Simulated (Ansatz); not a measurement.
The system is BN.

```
CELL_PARAMETERS angstrom
1.25112 0.72234 3.37293
-1.25112 0.72234 3.37293
0.00000 -1.44467 3.37293
ATOMIC_POSITIONS crystal
N 0.66724 0.66724 0.66724
B 0.00033 0.00033 0.00033
```

The cell is a database's computed one.

Below is the output of Ansatz 0.2.0 for this cell. Logs are shortened: lines on timing, memory, paths and dates and some standing lists are left out, and cuts for length are marked.

```text
Warning: RAYON_NUM_THREADS=1 ignored (pool sized by the plan → 1); use --threads N
basis.fft_grid_basis auto: the FFT boxes are laid along the combinations [[1, 0, -1], [0, 1, -1], [0, 0, 1]] of the cell's own vectors, 2.502, 2.502 and 3.669 Å long. The dense box has 20×20×30 points. Along the cell's own vectors, as sized, it would have 30×30×30, 2.25 times as many. Of the 6 symmetry operations that the crystal satisfies within crystal.symmetry.tolerance (time reversal apart; of a slab, those that keep its plane) the dense box along the cell's own vectors carries 6, and the one as laid loses 4 of those. basis.fft_grid_basis: typed keeps the cell's own vectors: state it where this run's energies or levels are differenced outside the engine with another run's, or held beside a run that keeps those vectors.
hamiltonian.pseudopotentials.datasets: crystal makes datasets for this crystal and solves the spheres of its atoms anew in each pass: cutoff 580.0 eV, the density's 2320.0 eV; for an error of 0.50 meV an atom under PBE, 1.0 meV for the cell; an energy difference from a run of another recipe may be off by several times the error for the cell, under r2SCAN by more, where some 0.1 meV an atom stays at smaller errors; B in spheres of 0.651 Å, 3 of its electrons in bands, 2 on its site; N in spheres of 0.788 Å, 5 of its electrons in bands; only band paths and densities of states list, in semicore columns, the levels of the semicore shells that are solved separately: 1s of B
Engine: ansatz 0.2.0, x86_64-unknown-linux-gnu
Pseudopotentials: kind: all_electron
Pseudopotential: N, paw, valence charge 5, recommended cutoff 580 eV (normal), crystal/all_electron/pbe/scalar/gaussian/N, Koelling and Harmon's equation, gaussian nucleus
Pseudopotential: B, paw, valence charge 5, recommended cutoff 580 eV (normal), crystal/all_electron/pbe/scalar/gaussian/B, Koelling and Harmon's equation, gaussian nucleus
Functional definition: PBE
  parameter kappa = 0.804
  parameter beta = 0.06672455060314922
  exchange = pbe_x(kappa = kappa, mu = beta*pi^2/3)
  correlation = pbe_c(beta = beta)
Crystal: 2 atoms, lattice volume = 18.289 Å³
Basis set: ecut = 580 eV, 565 PW (Γ), FFT grids on a1−a3, a2−a3, a3, exchange–correlation on 40×40×60 points (8 copies of the dense FFT grid, shifted against one another)
Bands: 8, of which v1, the nominal top of the filled ones, is band 4 counted from 1 (3 counted from 0)
Symmetry: 6 space group operations
Space group: R3m (ITA 160), of the structure as read, at distance tolerance 2.6e-5 Å
k-points: 65 of 512 (time reversal used)
Non-local potential: N, projectors of the file, l = 0: 1, l = 1: 1
Non-local potential: B, projectors of the file, l = 0: 1, l = 1: 1
PAW form: soft (Blöchl's): semilocal exchange-correlation on the pseudo side does not see the compensation charge
PAW one-centre angular grid: N, 110 points (default); XC on its mesh's 1877 points in the sphere
PAW one-centre angular grid: B, 110 points (default); XC on its mesh's 1835 points in the sphere
Initial density: superposition of atomic densities (neutral atoms: chi_scale 0, normalization atom)
[... 14 lines left out ...]
  greatest PAW one-centre occupation: 0.551 electrons in one spin orbital (limit 2), on the N atom at site 0 (counted from 0), in its partial waves of l = 0
SCF converged after 7 iterations
Free energy (F): -2168.822863 eV
Harris-Foulkes:  -2168.822863 eV  (|F-HF|=3.89e-8)
Internal energy: -2168.822863 eV  (E = F + TS)
E sigma→0 (E₀):  -2168.822863 eV
Past the cutoff: the bands carry plane waves up to 1.75 times it, of which those up to 1.5 times it add -0.000144 eV an atom, each by itself; the spheres take 0.000144 eV an atom off the energy for waves past 1.75 times it
By the cutoff:   a pressure is off by up to 0.007 GPa (1.2 times the spheres' own share and the shells' term, over an atom's volume, and 0.004 GPa: a bound that held against runs at twice the plane waves)
Past the cutoffs: a stress includes 0.0047 GPa for waves and charges beyond them, in addition to the slope of what the spheres take
In the spheres:  the bands' charges fall short by 7.1e-8 e at most (sound up to 1e-3), those of shells solved beside the bands by 1.0e-8 e (sound up to 5e-4)
Fermi energy:    6.919012 eV
--- Per-component energies (eV) ---
  E_band       = -18.824044
  E_kinetic    = 190.696651
  E_local      = -611.458752  (includes V_loc(G=0)·N_el)
  E_nonlocal   = -3.988980
  E_hartree    = 232.050716
  E_xc         = -92.869047
  E_vxc        = -121.812992  (∫ρ·V_xc dr)
  E_paw        = -2634.226348  (= ΣΔE_a)
  E_vpaw       = -1046.411642  (= ΣTr[D̂ρ^β])
  E_ewald      = -359.078319
  E_smearing   = -0.000000  (= −TS)
  E_closure    = 1110.051216  (closes the sum)
  Σ components = -2168.822863   (vs F -2168.822863, Δ=0.00e0)
  The terms above E_closure are by the made datasets' own strengths, without shells solved beside the bands.
--- Forces (eV/Å), atoms counted from 1 ---
  atom   1  N      0.00000000     0.00000000    -0.00306458
  atom   2  B      0.00000000     0.00000000     0.00304194
  max |Σ_I F_I| component: 2.26e-5 eV/Å
--- Stress (GPa, compression-positive) ---
        4.101730       0.000000       0.000000
        0.000000       4.101730      -0.000000
       -0.000000      -0.000000       2.374118
  P = ⅓ Tr σ = 3.5259 GPa (35.259 kbar)
  It holds what live shells' own plane waves past their cutoff add
--- Band table (eV; the first three rows and the last of 65) ---
  k-point 0: bands = ["-13.0205", "0.5741", "3.4626", "3.4626", "9.9289", "16.4477"]
  k-point 1: bands = ["-12.7125", "0.9075", "2.2605", "2.9221", "10.5355", "16.3060"]
  k-point 2: bands = ["-11.8323", "-0.3300", "1.8549", "1.8799", "11.9597", "14.4729"]
  k-point 64: bands = ["-12.7620", "-1.3770", "3.4454", "3.4454", "14.8684", "16.3778"]
```

Problem. What input gives this log?

Solution. Single point with PBE, no spin polarisation. The files as run (others can give the same):

input.yaml
```yaml
crystal:
  lattice:
    - [1.2511217832, 0.7223354983, 3.3729344033]
    - [-1.2511217832, 0.7223354983, 3.3729344033]
    - [0.0, -1.4446709966, 3.3729344033]
  atoms:
    - { symbol: "N", position: [0.6672382, 0.6672382, 0.6672382] }
    - { symbol: B, position: [0.0003288, 0.0003288, 0.0003288] }
kpoints:
  mp_grid: { grid: [8, 8, 8] }
scf:
  occupations: { method: fermi_dirac, width: 0.05 }
hamiltonian:
  xc: pbe
  pseudopotentials: { kind: all_electron, datasets: crystal }
output:
  forces: true
  stress: true
  eigenvalues: true
  elf: true
  volumetric_format: npy
```

Potentials or basis: all-electron PAW datasets made for the crystal.
Command:
```bash
$ ansatz run input.yaml --threads 1 --pin off --max-ram 3072MiB --backend cpu --events-out ev --progress --plain --runs-dir out
```
